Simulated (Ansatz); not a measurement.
Level of theory: DFT PBE, scalar-relativistic, plane waves, PAW in Ansatz 0.2.0. All cells share a 420 eV cutoff and Γ-centred k meshes spaced at most about 0.3 Å⁻¹ (about 0.25 or finer for metals, 2π included). No spin polarisation.

Temperature and zero-point effects are left out.

Two forms of SiGe5 were relaxed alike.

A.

```yaml
crystal:
  lattice:
    - [4.03455, 0.00000, 0.00000]
    - [-2.01728, 3.49402, 0.00000]
    - [0.00000, 0.00000, 9.88043]
  atoms:
    - { symbol: Si, position: [0.00000, 0.00000, 0.00015] }
    - { symbol: Ge, position: [0.66667, 0.33333, 0.33137] }
    - { symbol: Ge, position: [0.66667, 0.33333, 0.58317] }
    - { symbol: Ge, position: [0.00000, 0.00000, 0.24565] }
    - { symbol: Ge, position: [0.33333, 0.66667, 0.66850] }
    - { symbol: Ge, position: [0.33333, 0.66667, 0.92115] }
```

B.

```yaml
crystal:
  lattice:
    - [-2.01647, 6.04874, 2.85251]
    - [2.01647, -6.04874, 2.85251]
    - [2.01647, 6.04874, -2.85251]
  atoms:
    - { symbol: Si, position: [0.99998, 0.99998, 0.00000] }
    - { symbol: Ge, position: [0.66609, 0.99999, 0.66610] }
    - { symbol: Ge, position: [0.08202, 0.24578, 0.83624] }
    - { symbol: Ge, position: [0.33389, 0.99999, 0.33390] }
    - { symbol: Ge, position: [0.40954, 0.24578, 0.16376] }
    - { symbol: Ge, position: [0.75847, 0.25847, 0.50000] }
```

Task: Which placement of the atoms is lower in energy, and by how much?

Result: They are level within the accuracy (2 meV/atom apart, with B the lower in these runs). The two share one framework of sites and differ in which element sits where. A has Si and Ge ordered on diamond sites, space group P3m1 (No. 156), 23.2 Å³/atom and a gap of 0.05 eV on its mesh; B has Si and Ge ordered on diamond sites, space group Imm2 (No. 44), 23.2 Å³/atom and a gap of 0.13 eV. Counting Ge atoms around Si (those within 1.25 times the shortest such distance or 1.15 times the sum of covalent radii, 1.27 where that leaves under three), A and B both have Si 4. In A, Si has 4 Ge at 2.43–2.46 Å; around Ge on its first site lie 4 Ge at 2.48–2.49 Å; around Ge on its second site lie 4 Ge at 2.48–2.49 Å; 3 more sites not described. In B, around Si lie 4 Ge at 2.43–2.44 Å; Ge on a site of symmetry m has 4 Ge at 2.48–2.49 Å; Ge on a second site of symmetry m is surrounded by 1 Si at 2.43 Å and 3 Ge at 2.48–2.49 Å; 1 more site not described. Both come from invented guesses.

The k mesh leaves some 4 meV/atom of noise in the energy of each metallic cell. Kohn–Sham gaps at this level usually fall short of measured ones. Cells relaxed within their symmetry can be saddle points.
